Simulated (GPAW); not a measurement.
Wanted: an ASE script for a GPAW 26.7.0 run.

```
Task                : single point
Functional          : PBE
Potentials or basis : GPAW PAW data sets (gpaw-data 1.2.1)
Cutoff              : 500 eV
Basis               : pw
k mesh              : 8 × 8 × 2
Occupations         : fermi-dirac, width 0.05 eV
Spin                : no spin polarisation
Maxiter             : 120
Convergence         : default
```

The structure of MoS2 lies in MoS2.cif:

```cif
data_MoS2
_cell_length_a 3.16900000
_cell_length_b 3.16900000
_cell_length_c 12.32400000
_cell_angle_alpha 90.00000000
_cell_angle_beta 90.00000000
_cell_angle_gamma 120.00000000
_space_group_name_H-M_alt 'P6_3/mmc'
_space_group_name_Hall '-P 6c 2c'
_space_group_IT_number 194
loop_
_space_group_symop_operation_xyz
'x,y,z'
'-x,-y,-z'
'x-y,x,z+1/2'
'-x+y,-x,-z+1/2'
'-y,x-y,z'
'y,-x+y,-z'
'-x,-y,z+1/2'
'x,y,-z+1/2'
'-x+y,-x,z'
'x-y,x,-z'
'y,-x+y,z+1/2'
'-y,x-y,-z+1/2'
'-y,-x,-z+1/2'
'y,x,z+1/2'
'-x,-x+y,-z'
'x,x-y,z'
'-x+y,y,-z+1/2'
'x-y,-y,z+1/2'
'y,x,-z'
'-y,-x,z'
'x,x-y,-z+1/2'
'-x,-x+y,z+1/2'
'x-y,-y,-z'
'-x+y,y,z'
loop_
_atom_site_label
_atom_site_type_symbol
_atom_site_symmetry_multiplicity
_atom_site_Wyckoff_symbol
_atom_site_fract_x
_atom_site_fract_y
_atom_site_fract_z
_atom_site_occupancy
Mo1 Mo 2 c 0.6666666667 0.3333333333 0.7500000000 1
S1 S 4 f 0.6666666667 0.3333333333 0.3770000000 1
```

The input as run:

run.py

```python
from ase.dft.bandgap import bandgap
from ase.io import read, write
from ase.units import GPa
from gpaw import GPAW, PW

atoms = read('MoS2.cif')

calc = GPAW(mode=PW(500),
            xc='PBE',
            kpts={'size': (8, 8, 2), 'gamma': True},
            occupations={'name': 'fermi-dirac', 'width': 0.05},
            nbands=46,
            maxiter=120,
            txt='gpaw.txt')
atoms.calc = calc
energy = atoms.get_potential_energy()
forces = atoms.get_forces()
stress = atoms.get_stress()
calc.write('gs.gpw')
write('result.traj', atoms)
print(f'Energy: {energy:.6f} eV')
print('Forces (eV/A):')
print(forces.round(4))
print('Stress (GPa):', (stress / GPa).round(3))
print('Fermi level:', round(calc.get_fermi_level(), 4), 'eV')
print(f'Gap: {bandgap(calc)[0]:.4f} eV, direct: {bandgap(calc, direct=True)[0]:.4f} eV')
```

Potentials or basis: GPAW PAW data sets (gpaw-data 1.2.1), pw.

Launch:

```bash
$ OMP_NUM_THREADS=1 python run.py
```

Results of the run:

```
Pressure               : 1.9 GPa
Largest force          : 0.057 eV/Å
Band gap on the k mesh : 0.97 eV, indirect (least direct gap 1.91 eV)
```

Caveat: the cutoff is short for stress and forces, so pressures can be off by a GPa or more; this functional lacks dispersion, which binds the layers, so the pressure and a relaxed spacing across them are unreliable.

Run time: 49 s on 1 thread of Arm Neoverse V2, on a shared host, peak memory 0.21 GiB.
